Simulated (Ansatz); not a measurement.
# Si16H2O32 defect cell: single point

The task, for Si16H2O32 defect cell: 7 runs in a chain (single point).

Program: Ansatz 0.2.0. Level of theory: DFT r2SCAN, scalar-relativistic, plane waves, PAW. These are calculated values, not measurements.

### Step 1. The structure to begin with

The structure is monoclinic, space group C2 (No. 5). Conventional cell: a = 14.091 Å, b = 14.091 Å, c = 6.963 Å, α = 90.00°, β = 90.00°, γ = 90.00°. Si (site symmetry 2) is surrounded by 4 O at 1.62 Å. Si (site symmetry 1) is surrounded by 4 O at 1.62 to 1.63 Å. Si (site symmetry 2) is surrounded by 4 O at 1.63 Å. Around O (site symmetry 1) lie 2 Si at 1.62 Å. O (site symmetry 1) has 2 Si at 1.63 Å as nearest neighbours. Only part of the 27 independent sites is listed.

Structure file:

```
Si O H
1.0
     9.96400    0.00000    0.00000
     0.00000    9.96400    0.00000
     0.00000    0.00000    6.96300
Si O H
16 32 2
Direct
  0.15064 0.15064 0.00000
  0.09746 0.39876 0.26402
  0.35273 0.35273 0.50000
  0.39876 0.09746 0.73598
  0.14649 0.64039 0.99624
  0.09443 0.89087 0.23908
  0.34223 0.83913 0.49565
  0.40250 0.59485 0.75809
  0.64039 0.14649 0.00376
  0.59485 0.40250 0.24191
  0.83913 0.34223 0.50435
  0.89087 0.09443 0.76092
  0.65611 0.65611 0.00000
  0.59560 0.90056 0.25588
  0.84841 0.84841 0.50000
  0.90056 0.59560 0.74412
  0.12873 0.04215 0.16963
  0.19571 0.37983 0.44874
  0.39292 0.43921 0.68970
  0.30018 0.13752 0.91192
  0.37983 0.19571 0.55126
  0.43921 0.39292 0.31030
  0.13752 0.30018 0.08808
  0.04215 0.12873 0.83037
  0.10803 0.55148 0.18408
  0.18881 0.84939 0.41958
  0.36918 0.94401 0.67011
  0.30410 0.62053 0.94129
  0.36328 0.68792 0.57553
  0.44182 0.86675 0.31541
  0.11832 0.79597 0.05267
  0.05757 0.60258 0.80767
  0.60258 0.05757 0.19233
  0.68792 0.36328 0.42447
  0.86675 0.44182 0.68459
  0.79597 0.11832 0.94733
  0.84939 0.18881 0.58042
  0.94401 0.36918 0.32989
  0.62053 0.30410 0.05871
  0.55148 0.10803 0.81592
  0.62610 0.55624 0.17917
  0.69214 0.87200 0.44015
  0.88413 0.93967 0.68728
  0.81005 0.63800 0.92851
  0.87200 0.69214 0.55985
  0.93967 0.88413 0.31272
  0.63800 0.81005 0.07149
  0.55624 0.62610 0.82083
  0.12061 0.12392 0.54295
  0.12392 0.12061 0.45705
```

The structure rests on an entry of the Crystallography Open Database; cell or positions may have been set otherwise for this series.

### Step 2. Single point: Si16H2O32 defect cell, no spin

File input.yaml:

```yaml
crystal:
  lattice:
    - [9.964, 0.0, 0.0]
    - [0.0, 9.964, 0.0]
    - [0.0, 0.0, 6.963]
  atoms:
    - { symbol: Si, position: [0.15063952, 0.15063952, 0.0] }
    - { symbol: Si, position: [0.09746469, 0.39875709, 0.26402367] }
    - { symbol: Si, position: [0.35273226, 0.35273226, 0.5] }
    - { symbol: Si, position: [0.39875709, 0.09746469, 0.73597633] }
    - { symbol: O, position: [0.12873375, 0.04214532, 0.16963194] }
    - { symbol: O, position: [0.19570507, 0.37982733, 0.44874021] }
    - { symbol: O, position: [0.39292391, 0.43921111, 0.68970395] }
    - { symbol: O, position: [0.30018288, 0.13752425, 0.91192462] }
    - { symbol: O, position: [0.37982733, 0.19570507, 0.55125979] }
    - { symbol: O, position: [0.43921111, 0.39292391, 0.31029605] }
    - { symbol: O, position: [0.13752425, 0.30018288, 0.08807538] }
    - { symbol: O, position: [0.04214532, 0.12873375, 0.83036806] }
    - { symbol: Si, position: [0.14648935, 0.64039291, 0.99623708] }
    - { symbol: Si, position: [0.0944306, 0.89086522, 0.23908434] }
    - { symbol: Si, position: [0.34223026, 0.83912753, 0.49564815] }
    - { symbol: Si, position: [0.40250217, 0.59485495, 0.7580892] }
    - { symbol: O, position: [0.10802723, 0.5514782, 0.18408368] }
    - { symbol: O, position: [0.18880871, 0.84938617, 0.41958479] }
    - { symbol: O, position: [0.36918222, 0.94400885, 0.67010615] }
    - { symbol: O, position: [0.30410329, 0.62052975, 0.94129358] }
    - { symbol: O, position: [0.36327616, 0.68791901, 0.57552606] }
    - { symbol: O, position: [0.44181692, 0.86675094, 0.31540648] }
    - { symbol: O, position: [0.11832025, 0.79596867, 0.0526693] }
    - { symbol: O, position: [0.05756796, 0.60257903, 0.80766777] }
    - { symbol: Si, position: [0.64039291, 0.14648935, 0.00376292] }
    - { symbol: Si, position: [0.59485495, 0.40250217, 0.2419108] }
    - { symbol: Si, position: [0.83912753, 0.34223026, 0.50435185] }
    - { symbol: Si, position: [0.89086522, 0.0944306, 0.76091566] }
    - { symbol: O, position: [0.60257903, 0.05756796, 0.19233223] }
    - { symbol: O, position: [0.68791901, 0.36327616, 0.42447394] }
    - { symbol: O, position: [0.86675094, 0.44181692, 0.68459352] }
    - { symbol: O, position: [0.79596867, 0.11832025, 0.9473307] }
    - { symbol: O, position: [0.84938617, 0.18880871, 0.58041521] }
    - { symbol: O, position: [0.94400885, 0.36918222, 0.32989385] }
    - { symbol: O, position: [0.62052975, 0.30410329, 0.05870642] }
    - { symbol: O, position: [0.5514782, 0.10802723, 0.81591632] }
    - { symbol: Si, position: [0.6561097, 0.6561097, 0.0] }
    - { symbol: Si, position: [0.59559674, 0.90056447, 0.25587868] }
    - { symbol: Si, position: [0.84840634, 0.84840634, 0.5] }
    - { symbol: Si, position: [0.90056447, 0.59559674, 0.74412132] }
    - { symbol: O, position: [0.62609824, 0.55623917, 0.17916725] }
    - { symbol: O, position: [0.69213671, 0.87200227, 0.44014815] }
    - { symbol: O, position: [0.8841265, 0.93967078, 0.68727779] }
    - { symbol: O, position: [0.81005445, 0.63799627, 0.92851066] }
    - { symbol: O, position: [0.87200227, 0.69213671, 0.55985185] }
    - { symbol: O, position: [0.93967078, 0.8841265, 0.31272221] }
    - { symbol: O, position: [0.63799627, 0.81005445, 0.07148934] }
    - { symbol: O, position: [0.55623917, 0.62609824, 0.82083275] }
    - { symbol: H, position: [0.12061171, 0.12392311, 0.54295439] }
    - { symbol: H, position: [0.12392311, 0.12061171, 0.45704561] }
scf:
  occupations: { method: gaussian, width: 0.02 }
output:
  stress: false
  eigenvalues: true
kpoints:
  mp_grid: { grid: [1, 1, 2] }
hamiltonian:
  xc: r2scan
```

Command:

```
$ ansatz run input.yaml --threads 4 --pin off --max-ram 20480MiB --backend cpu --events-out ev --progress --plain --runs-dir out
```

The log of the run, cut to the lines that bear on the results:

```text
Warning: RAYON_NUM_THREADS=4 ignored (pool sized by the plan → 4); use --threads N
[...]
Pseudopotentials: kind: paw
Pseudopotential: Si, paw, valence charge 4, recommended cutoff 500 eV (meta_gga), Si.paw.azcp
Pseudopotential: O, paw, valence charge 6, recommended cutoff 500 eV (meta_gga), O.paw.azcp
Pseudopotential: H, paw, valence charge 1, recommended cutoff 500 eV (meta_gga), H.paw.azcp
Functional definition: r2SCAN
[...]
Crystal: 50 atoms, lattice volume = 691.296 Å³
Basis set: ecut = 500 eV, 17561 PW (Γ), exchange–correlation on 300×300×216 points (64 copies of the dense FFT grid, shifted against one another)
Bands: 179, of which v1, the nominal top of the filled ones, is band 129 counted from 1 (128 counted from 0)
Symmetry: 2 space group operations
Space group: C2 (ITA 5), of the structure as read, at distance tolerance 8.8e-5 Å
k-points: 2
[...]
SCF iter   1: F=—  HF=-28510.866530 eV  |F-HF|=—  |Δ(HF+E_count)|=         —  Δρ=7.33e-3  dr2=3.81e-1  dr2_τ=4.10e0  ethr=1.77e-3  ⟨swp⟩=6.0  Hψ=1663  notcnv=0  defer=58
[...]
SCF iter   9: F=-28512.041356 eV  HF=-28512.041356 eV  |F-HF|=1.23e-8  |Δ(HF+E_count)|=   2.30e-8  Δρ=2.09e-6  dr2=2.49e-8  dr2_τ=1.58e-9  ethr=3.88e-11  ⟨swp⟩=12.0  Hψ=1037  notcnv=0
[...]
SCF converged after 9 iterations
Free energy (F): -28512.041356 eV
[...]
E sigma→0 (E₀):  -28512.041356 eV
Fermi energy:    4.119185 eV
[...]
--- Band table (eV) ---
[...]
```

Run time: 13 s. Hardware: 4 threads of Intel Xeon Platinum 8259CL at 2.50GHz (Skylake/Cascade Lake), shared host; peak memory 2.7 GiB.

### Step 3. Single point

input.yaml, as its differences from that of step 2:

```diff
@@ -54,4 +54,4 @@
     - { symbol: O, position: [0.55623917, 0.62609824, 0.82083275] }
-    - { symbol: H, position: [0.12061171, 0.12392311, 0.54295439] }
-    - { symbol: H, position: [0.12392311, 0.12061171, 0.45704561] }
+    - { symbol: H, position: [0.12047374, 0.12406108, 0.54653392] }
+    - { symbol: H, position: [0.12406108, 0.12047374, 0.45346608] }
 scf:
```

Command:

```
$ ansatz run input.yaml --threads 4 --pin off --max-ram 20480MiB --backend cpu --events-out ev --progress --plain --runs-dir out
```

The log of the run, cut to the lines that bear on the results:

```text
Warning: RAYON_NUM_THREADS=4 ignored (pool sized by the plan → 4); use --threads N
[...]
[... 5 set-up lines as earlier in the session ...]
[...]
Crystal: 50 atoms, lattice volume = 691.296 Å³
Basis set: ecut = 500 eV, 17561 PW (Γ), exchange–correlation on 300×300×216 points (64 copies of the dense FFT grid, shifted against one another)
Bands: 179, of which v1, the nominal top of the filled ones, is band 129 counted from 1 (128 counted from 0)
[... 2 set-up lines as earlier in the session ...]
k-points: 2
[...]
SCF iter   1: F=—  HF=-28511.162092 eV  |F-HF|=—  |Δ(HF+E_count)|=         —  Δρ=7.45e-3  dr2=3.98e-1  dr2_τ=4.10e0  ethr=1.77e-3  ⟨swp⟩=6.0  Hψ=1603  notcnv=0  defer=59
[...]
SCF iter   9: F=-28512.347572 eV  HF=-28512.347572 eV  |F-HF|=1.16e-8  |Δ(HF+E_count)|=   1.10e-8  Δρ=2.12e-6  dr2=2.48e-8  dr2_τ=1.73e-9  ethr=3.88e-11  ⟨swp⟩=12.0  Hψ=1031  notcnv=0
[...]
SCF converged after 9 iterations
Free energy (F): -28512.347572 eV
[...]
E sigma→0 (E₀):  -28512.347572 eV
Fermi energy:    4.122007 eV
[...]
--- Band table (eV) ---
[...]
```

Run time: 12 s. Hardware: 4 threads of Intel Xeon Platinum 8259CL at 2.50GHz (Skylake/Cascade Lake), shared host; peak memory 2.7 GiB.

### Step 4. Single point

input.yaml, as its differences from that of step 3:

```diff
@@ -54,4 +54,4 @@
     - { symbol: O, position: [0.55623917, 0.62609824, 0.82083275] }
-    - { symbol: H, position: [0.12047374, 0.12406108, 0.54653392] }
-    - { symbol: H, position: [0.12406108, 0.12047374, 0.45346608] }
+    - { symbol: H, position: [0.12033576, 0.12419906, 0.55011345] }
+    - { symbol: H, position: [0.12419906, 0.12033576, 0.44988655] }
 scf:
```

Command:

```
$ ansatz run input.yaml --threads 4 --pin off --max-ram 20480MiB --backend cpu --events-out ev --progress --plain --runs-dir out
```

The log of the run, cut to the lines that bear on the results:

```text
Warning: RAYON_NUM_THREADS=4 ignored (pool sized by the plan → 4); use --threads N
[...]
[... 5 set-up lines as earlier in the session ...]
[...]
Crystal: 50 atoms, lattice volume = 691.296 Å³
Basis set: ecut = 500 eV, 17561 PW (Γ), exchange–correlation on 300×300×216 points (64 copies of the dense FFT grid, shifted against one another)
Bands: 179, of which v1, the nominal top of the filled ones, is band 129 counted from 1 (128 counted from 0)
[... 2 set-up lines as earlier in the session ...]
k-points: 2
[...]
SCF iter   1: F=—  HF=-28511.290069 eV  |F-HF|=—  |Δ(HF+E_count)|=         —  Δρ=7.43e-3  dr2=3.94e-1  dr2_τ=4.09e0  ethr=1.77e-3  ⟨swp⟩=6.0  Hψ=1603  notcnv=0  defer=58
[...]
SCF iter   9: F=-28512.489712 eV  HF=-28512.489713 eV  |F-HF|=9.63e-9  |Δ(HF+E_count)|=   6.09e-9  Δρ=2.00e-6  dr2=2.23e-8  dr2_τ=1.56e-9  ethr=3.88e-11  ⟨swp⟩=12.0  Hψ=970  notcnv=0
[...]
SCF converged after 9 iterations
Free energy (F): -28512.489712 eV
[...]
E sigma→0 (E₀):  -28512.489712 eV
Fermi energy:    4.124742 eV
[...]
--- Band table (eV) ---
[...]
```

Run time: 14 s. Hardware: 4 threads of Intel Xeon Platinum 8259CL at 2.50GHz (Skylake/Cascade Lake), shared host; peak memory 2.7 GiB.

### Step 5. Single point

input.yaml, as its differences from that of step 4:

```diff
@@ -54,4 +54,4 @@
     - { symbol: O, position: [0.55623917, 0.62609824, 0.82083275] }
-    - { symbol: H, position: [0.12033576, 0.12419906, 0.55011345] }
-    - { symbol: H, position: [0.12419906, 0.12033576, 0.44988655] }
+    - { symbol: H, position: [0.12019779, 0.12433703, 0.55369299] }
+    - { symbol: H, position: [0.12433703, 0.12019779, 0.44630701] }
 scf:
```

Command:

```
$ ansatz run input.yaml --threads 4 --pin off --max-ram 20480MiB --backend cpu --events-out ev --progress --plain --runs-dir out
```

The log of the run, cut to the lines that bear on the results:

```text
[...]
SCF converged after 9 iterations
Free energy (F): -28512.512589 eV
[...]
E sigma→0 (E₀):  -28512.512589 eV
Fermi energy:    4.127395 eV
[...]
--- Band table (eV) ---
[...]
```

It took 13 s on 4 threads of Intel Xeon Platinum 8259CL at 2.50GHz (Skylake/Cascade Lake), shared host; peak memory 2.7 GiB.

### Step 6. Single point

input.yaml, as its differences from that of step 5:

```diff
@@ -54,4 +54,4 @@
     - { symbol: O, position: [0.55623917, 0.62609824, 0.82083275] }
-    - { symbol: H, position: [0.12019779, 0.12433703, 0.55369299] }
-    - { symbol: H, position: [0.12433703, 0.12019779, 0.44630701] }
+    - { symbol: H, position: [0.12005981, 0.124475, 0.55727252] }
+    - { symbol: H, position: [0.124475, 0.12005981, 0.44272748] }
 scf:
```

Command:

```
$ ansatz run input.yaml --threads 4 --pin off --max-ram 20480MiB --backend cpu --events-out ev --progress --plain --runs-dir out
```

The log of the run, cut to the lines that bear on the results:

```text
Warning: RAYON_NUM_THREADS=4 ignored (pool sized by the plan → 4); use --threads N
[...]
[... 5 set-up lines as earlier in the session ...]
[...]
Crystal: 50 atoms, lattice volume = 691.296 Å³
Basis set: ecut = 500 eV, 17561 PW (Γ), exchange–correlation on 300×300×216 points (64 copies of the dense FFT grid, shifted against one another)
Bands: 179, of which v1, the nominal top of the filled ones, is band 129 counted from 1 (128 counted from 0)
[... 2 set-up lines as earlier in the session ...]
k-points: 2
[...]
SCF iter   1: F=—  HF=-28511.218395 eV  |F-HF|=—  |Δ(HF+E_count)|=         —  Δρ=7.38e-3  dr2=3.85e-1  dr2_τ=4.08e0  ethr=1.77e-3  ⟨swp⟩=6.0  Hψ=1603  notcnv=0  defer=60
[...]
SCF iter   9: F=-28512.448842 eV  HF=-28512.448842 eV  |F-HF|=6.84e-9  |Δ(HF+E_count)|=   7.39e-9  Δρ=1.62e-6  dr2=1.41e-8  dr2_τ=1.26e-9  ethr=3.88e-11  ⟨swp⟩=2.0  Hψ=564  notcnv=0
[...]
SCF converged after 9 iterations
Free energy (F): -28512.448842 eV
[...]
E sigma→0 (E₀):  -28512.448842 eV
Fermi energy:    4.129961 eV
[...]
--- Band table (eV) ---
[...]
```

It took 13 s on 4 threads of Intel Xeon Platinum 8259CL at 2.50GHz (Skylake/Cascade Lake), shared host; peak memory 2.7 GiB.

### Step 7. Single point

input.yaml, as its differences from that of step 6:

```diff
@@ -54,4 +54,4 @@
     - { symbol: O, position: [0.55623917, 0.62609824, 0.82083275] }
-    - { symbol: H, position: [0.12005981, 0.124475, 0.55727252] }
-    - { symbol: H, position: [0.124475, 0.12005981, 0.44272748] }
+    - { symbol: H, position: [0.11989424, 0.12464057, 0.56156796] }
+    - { symbol: H, position: [0.12464057, 0.11989424, 0.43843204] }
 scf:
```

Command:

```
$ ansatz run input.yaml --threads 4 --pin off --max-ram 20480MiB --backend cpu --events-out ev --progress --plain --runs-dir out
```

The log of the run, cut to the lines that bear on the results:

```text
[...]
SCF converged after 8 iterations
Free energy (F): -28512.291495 eV
[...]
E sigma→0 (E₀):  -28512.291495 eV
Fermi energy:    4.132982 eV
[...]
--- Band table (eV) ---
[...]
```

Run time: 14 s. Hardware: 4 threads of Intel Xeon Platinum 8259CL at 2.50GHz (Skylake/Cascade Lake), shared host; peak memory 2.7 GiB.

### Step 8. Single point

input.yaml, as its differences from that of step 7:

```diff
@@ -54,4 +54,4 @@
     - { symbol: O, position: [0.55623917, 0.62609824, 0.82083275] }
-    - { symbol: H, position: [0.11989424, 0.12464057, 0.56156796] }
-    - { symbol: H, position: [0.12464057, 0.11989424, 0.43843204] }
+    - { symbol: H, position: [0.11967348, 0.12486133, 0.56729521] }
+    - { symbol: H, position: [0.12486133, 0.11967348, 0.43270479] }
 scf:
```

Command:

```
$ ansatz run input.yaml --threads 4 --pin off --max-ram 20480MiB --backend cpu --events-out ev --progress --plain --runs-dir out
```

The log of the run, cut to the lines that bear on the results:

```text
[...]
SCF converged after 8 iterations
Free energy (F): -28511.992013 eV
[...]
E sigma→0 (E₀):  -28511.992013 eV
Fermi energy:    4.220359 eV
[...]
--- Band table (eV) ---
[...]
```

Wall time 13 s (4 threads of Intel Xeon Platinum 8259CL at 2.50GHz (Skylake/Cascade Lake), shared host); peak memory 2.7 GiB.

### Step 9. Results

```
step  energy above the lowest (eV)  gap on the mesh (eV)  time
   2                         0.471                  6.38  13 s
   3                         0.165                  6.39  12 s
   4                         0.023                  6.39  14 s
   5                         0.000                  6.39  13 s
   6                         0.064                  6.40  13 s
   7                         0.221                  6.40  14 s
   8                         0.521                  6.25  13 s
```

**Reading.** The values hold for the settings typed; their convergence was not tested in this session.

The gaps are Kohn-Sham values of a semilocal functional, not quasiparticle or optical gaps. Such gaps usually fall short of the measured ones.
